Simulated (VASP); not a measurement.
Write the native input for VASP 6.6.1 that does the following.

```yaml
Task: single point
Functional: PBE
Dispersion: D3(BJ)
Potentials_or_basis: VASP PAW PBE potentials, release 64 (O, H, C)
Cutoff: 520 eV
k_mesh: 1 × 1 × 1
Occupations: fermi-dirac, width 0.02 eV
Spin: no spin polarisation
Dipole_correction: no
Further_INCAR_settings: LREAL = Auto; ALGO = Normal; EDIFF = 1e-07; NBANDS = 36
```

The structure of H10CO5 lies in POSCAR:

```
H10CO5
1.0
    5.8392500000      0.0000000000      0.0000000000
    0.0000000000      5.8392500000      0.0000000000
    0.0000000000      0.0000000000      5.8392500000
O H C
5 10 1
Direct
    0.4251230894      0.6722267414      0.8743417391
    0.6395341868      0.9521942030      0.2110031254
    0.3542235732      0.3391017682      0.2281628634
    0.1831570835      0.7287408486      0.4760714133
   -0.0502633044      0.3510039817      0.9683949137
    0.3645673674      0.5434602046      0.9684291647
    0.3074024918      0.6936336002      0.7492571820
    0.5544718928      1.0946440039      0.2379928929
    0.5717515092      0.8686732029      0.0840005138
    0.3197842189      0.4050691442      0.3694481312
    0.1914629447      0.3030526181      0.1676756433
    0.3135334161      0.7928415464      0.3884402963
    0.0498180417      0.8201224472      0.4452284112
   -0.0829044826      0.7121462517      0.9045510982
   -0.2135376975      0.4822023376      0.6944898746
   -0.1225328595      0.5186453740      0.8657961211
```

The cell was built by a generator and needn't be a form met in nature.

These files were run (other wordings do the same):

INCAR

```
SYSTEM = H10CO5
PREC = Accurate
ENCUT = 520
EDIFF = 1E-7
ISMEAR = -1
SIGMA = 0.02
LREAL = Auto
LASPH = .True.
NELM = 100
ALGO = Normal
ISIF = 2
LWAVE = .False.
LCHARG = .False.
GGA = PE
IVDW = 12
NBANDS = 36
```

KPOINTS

```
Automatic mesh
0
Gamma
  1 1 1
  0 0 0
```

Potentials or basis: VASP PAW PBE potentials, release 64 (O, H, C).

Run with:

```console
$ cat potpaw_PBE.64/O/POTCAR potpaw_PBE.64/H/POTCAR potpaw_PBE.64/C/POTCAR > POTCAR
$ mpirun -np 1 vasp_gam > vasp.out
```

It gave:

```yaml
Pressure: -1.6 GPa
Largest_force: 3.338 eV/Å
Band_gap_on_the_k_mesh: 3.71 eV, direct
Dispersion_energy_per_atom: -0.031 eV
```

Caveat: the standard files for N, O and F lose accuracy on very short bonds.

Run time: 33 s on 1 thread of Intel(R) Xeon(R) Platinum 8375C CPU @ 2.90GHz (Ice Lake), on a shared host, peak memory 0.3 GiB.
